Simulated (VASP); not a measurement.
**Rh: single point with PBE+D3(BJ)**

Rh:

```xyz
4
Lattice="2.6917 0.0000 0.0000 -1.3459 2.3311 0.0000 0.0000 0.0000 8.7981" Properties=species:S:1:pos:R:3 pbc="T T T"
Rh    0.0000    0.0000    0.0000
Rh    0.0000    1.5541    2.1995
Rh    0.0000    0.0000    4.3990
Rh    1.3459    0.7770    6.5986
```

This isn't the form of Rh at room conditions, which is fcc.

```
Program                : VASP 6.6.1
Task                   : single point
Functional             : PBE
Dispersion             : D3(BJ)
Potentials or basis    : VASP PAW PBE potentials, release 64 (Rh_pv)
Cutoff                 : 520 eV
k mesh                 : 9 × 9 × 2
Occupations            : gaussian, width 0.1 eV
Spin                   : no spin polarisation
Dipole correction      : no
Further INCAR settings : ALGO = Fast; EDIFF = 1e-07; NBANDS = 38
```

| Quantity | Value |
| --- | --- |
| Pressure | -2.6 GPa |
| Band gap on the k mesh | none (metal or under the smearing width) |
| Dispersion energy per atom | -0.645 eV |

Stress tensor (GPa, compression positive):
```
-1.90  0.00  0.00
 0.00 -1.90  0.00
 0.00  0.00 -3.85
```

Levels at points of the mesh, in eV from the Fermi level:
```tsv
k point	band 27	band 28	band 29	band 30	band 31	band 32	band 33	band 34
(0.00, 0.00, 0.00)	-2.58	-1.42	-1.42	-0.85	-0.85	-0.33	-0.33	0.42
(0.00, 0.00, 0.50)	-1.12	-1.12	-1.12	-1.12	-1.12	-1.12	0.08	0.08
```

It took 30 s on 1 thread of Intel(R) Xeon(R) 6975P-C (Granite Rapids), with other jobs on the host, peak memory 0.19 GiB.

Caveat: pairwise dispersion overbinds metals, which lowers pressure and volume.
